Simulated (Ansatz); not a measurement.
A 5-atom cell of BaHfO₃ (Pm-3m) from a materials database, relaxed with r2SCAN in Ansatz 0.2.0. It is cubic, Pm-3m (No. 221); conventional cell a = 4.177 Å, 14.58 Å³ an atom. Around Ba lie 12 O at 2.95 Å; around Hf lie 6 O at 2.09 Å; around O lie 2 Hf at 2.09 Å and 4 Ba at 2.95 Å.

The axes x, y and z are those of this cell:
```
CELL_PARAMETERS angstrom
4.17705 0.00000 0.00000
0.00000 4.17705 0.00000
0.00000 0.00000 4.17705
ATOMIC_POSITIONS crystal
Ba 0.50000 0.50000 0.99800
Hf 0.00000 0.00000 0.49799
O 0.00000 0.50000 0.49801
O 0.50000 0.00000 0.49801
O 0.00000 0.00000 0.99800
```

Unstrained: PBE gives an indirect gap of 3.665 eV, from R to Γ; the least direct gap is 3.772 eV at Γ. The r2SCAN gap is indirect, 4.194 eV (R to Γ), below the direct gap of 4.317 eV at Γ. With HSE06 the valence top lies at R and the conduction bottom at Γ, 5.177 eV higher; the smallest vertical gap, at Γ, is 5.341 eV. Meshes: PBE 6×6×6, r2SCAN 6×6×6, HSE06 4×4×4. Strains are changes of length per length, and xy shears are angles. After each strain the atoms were relaxed again with r2SCAN within the symmetry that the strain leaves, so tilts or polar shifts that break it weren't tested; points keep the names that they have in the unstrained zone. Calculated for a static, non-magnetic cell.

**Question.** One strain changed the r2SCAN stress by xx +0.12, yy +0.12, zz +0.11, xy -4.59 GPa (compression positive) and the gap by -0.227 eV (PBE), -0.231 eV (r2SCAN), -0.242 eV (HSE06). Which kind of strain was it, and roughly how large?

**Answer.** Xy shear, engineering strain (angle) +4.61 %. The pattern of the stress gives the kind; the size needs the stiffness, so it is an estimate.

**Question.** One strain changed the r2SCAN stress by xx -15.90, yy -15.90, zz -15.90 GPa (compression positive) and the gap by -0.272 eV (PBE), -0.306 eV (r2SCAN), -0.308 eV (HSE06). Which kind of strain was it, and roughly how large?

**Answer.** Isotropic +4.12 % on every length. The pattern of the stress gives the kind; the size needs the stiffness, so it is an estimate.

**Question.** One strain changed the r2SCAN stress by xx +21.36, yy +4.70, zz +4.70 GPa (compression positive) and the gap by -0.191 eV (PBE), -0.159 eV (r2SCAN), -0.122 eV (HSE06). Which kind of strain was it, and roughly how large?

**Answer.** Uniaxial -4.84 % along x, other directions held. The pattern of the stress gives the kind; the size needs the stiffness, so it is an estimate.

No spin-orbit coupling is included; it can move band edges with weight on the heavy atoms by tenths of an eV.

The meshes of the hybrids are coarse, so their gaps aren't converged to the digits shown.
